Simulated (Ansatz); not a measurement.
System: AlNi (CsCl type, first atom moved by 0.06 Å along [111]), 2 atoms in the cell.

```yaml
crystal:
  lattice:
    - [2.89000, 0.00000, 0.00000]
    - [0.00000, 2.89000, 0.00000]
    - [0.00000, 0.00000, 2.89000]
  atoms:
    - { symbol: Ni, position: [0.01199, 0.01199, 0.01199] }
    - { symbol: Al, position: [0.50000, 0.50000, 0.50000] }
```
Lattice in Å, positions in fractions of it.

Code and potentials: Ansatz PAW hard set, 700 eV. Settings: k-mesh 4×4×4 Γ-centred; Fermi–Dirac smearing of 0.1 eV; no spin polarisation. For HSE06: exchange singularity: Wigner-Seitz.

One run gave:

- Pressure: -4.91 GPa

```csv
atom,Fx (eV/Å),Fy (eV/Å),Fz (eV/Å)
Ni1,-0.176,-0.176,-0.176
Al2,0.176,0.176,0.176
```

Q: Which level of theory was it?
A. PBE
B. HSE06

A: B. All runs:

```json
{"level": "PBE", "pressure (GPa)": "-0.22", "rms force (eV/Å)": "0.339"}
{"level": "HSE06", "pressure (GPa)": "-4.91", "rms force (eV/Å)": "0.305"}
```

The stress includes the program's correction for the finite plane-wave basis.

The k-mesh is coarse, so these values belong to this mesh and can lie far from the converged ones. Potentials made with PBE were used with another functional (at least in: Ansatz PAW hard set, 700 eV (HSE06)).
